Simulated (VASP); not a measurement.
# BeTe: relaxed cell and band gap, by functional

BeTe, F-43m (no. 216), 2 atoms in the cell.

| Functional | Volume (Å³/atom) | Change from the starting volume (fraction) | Gap, path and mesh (eV) | Time (s) |
|---|---|---|---|---|
| LDA | 21.53 | 0.013 | 1.78 | 55 |
| LDA (PW92) | 21.52 | 0.012 | 1.78 | 66 |
| LDA (VWN5) | 21.46 | 0.010 | 1.78 | 56 |
| LDA (Hedin-Lundqvist) | 21.55 | 0.014 | 1.78 | 54 |
| LDA (Wigner) | 22.22 | 0.045 | 1.76 | 52 |
| Slater exchange only | 23.09 | 0.086 | 1.77 | 52 |
| PBE exchange only | 26.11 | 0.228 | 2.50 | 92 |
| PBE | 22.78 | 0.072 | 2.02 | 62 |
| PBEsol | 22.11 | 0.040 | 1.83 | 63 |

Limits: Spin-orbit coupling is left out, and with elements this heavy it changes the gap.

## Input of the first row

INCAR.step1:
```
SYSTEM = BeTe
ALGO = Normal
EDIFF = 1E-7
EDIFFG = -0.005
ENCUT = 600
GGA = CA
GGA_COMPAT = .FALSE.
IBRION = 2
ISIF = 3
ISMEAR = 0
LASPH = .TRUE.
LCHARG = .FALSE.
LREAL = .FALSE.
LWAVE = .FALSE.
NELM = 150
NSW = 60
PREC = Accurate
SIGMA = 0.02
```

INCAR.step2, as INCAR.step1 but for:
```
- NSW = 60
+ NSW = 40
```

INCAR.step3, as INCAR.step2 but for:
```
- EDIFFG = -0.005
- IBRION = 2
- ISIF = 3
- NSW = 40
+ ISIF = 2
+ NBANDS = 11
```

KPOINTS:
```
k-points
0
Gamma
  6 6 6
```

KPOINTS_OPT:
```
path GXWKGLUWLK,UX
8
line-mode
reciprocal
 0.0000000000  0.0000000000  0.0000000000  G
 0.5000000000  0.0000000000  0.5000000000  X

 0.5000000000  0.0000000000  0.5000000000  X
 0.5000000000  0.2500000000  0.7500000000  W

 0.5000000000  0.2500000000  0.7500000000  W
 0.3750000000  0.3750000000  0.7500000000  K

 0.3750000000  0.3750000000  0.7500000000  K
 0.0000000000  0.0000000000  0.0000000000  G

 0.0000000000  0.0000000000  0.0000000000  G
 0.5000000000  0.5000000000  0.5000000000  L

 0.5000000000  0.5000000000  0.5000000000  L
 0.6250000000  0.2500000000  0.6250000000  U

 0.6250000000  0.2500000000  0.6250000000  U
 0.5000000000  0.2500000000  0.7500000000  W

 0.5000000000  0.2500000000  0.7500000000  W
 0.5000000000  0.5000000000  0.5000000000  L

 0.5000000000  0.5000000000  0.5000000000  L
 0.3750000000  0.3750000000  0.7500000000  K

 0.6250000000  0.2500000000  0.6250000000  U
 0.5000000000  0.0000000000  0.5000000000  X
```

POSCAR.step1:
```
BeTe
1.0
    0.0000000000      2.7700000000      2.7700000000
    2.7700000000      0.0000000000      2.7700000000
    2.7700000000      2.7700000000      0.0000000000
Te Be
1 1
Direct
    0.7500000000      0.7500000000      0.7500000000
    0.0000000000      0.0000000000      0.0000000000
```

Commands (each step's output is kept before the next begins):
```
cat potpaw_LDA.64/Te/POTCAR potpaw_LDA.64/Be/POTCAR > POTCAR
cp INCAR.step1 INCAR
cp POSCAR.step1 POSCAR
mpirun -np 1 vasp_std > vasp.out
cp CONTCAR POSCAR
rm WAVECAR CHG
cp INCAR.step2 INCAR
mpirun -np 1 vasp_std > vasp.out
cp CONTCAR POSCAR
rm WAVECAR CHG
cp INCAR.step3 INCAR
mpirun -np 1 vasp_std > vasp.out
```

Changes of the last row against the first:
```
(all steps)
- GGA = CA
+ GGA = PS
- cat potpaw_LDA.64/Te/POTCAR potpaw_LDA.64/Be/POTCAR > POTCAR
+ cat potpaw_PBE.64/Te/POTCAR potpaw_PBE.64/Be/POTCAR > POTCAR
```

VASP 6.6.1 took 55 s on 1 core (Intel Xeon Platinum 8259CL @ 2.50GHz (Skylake/Cascade Lake)), a shared host.
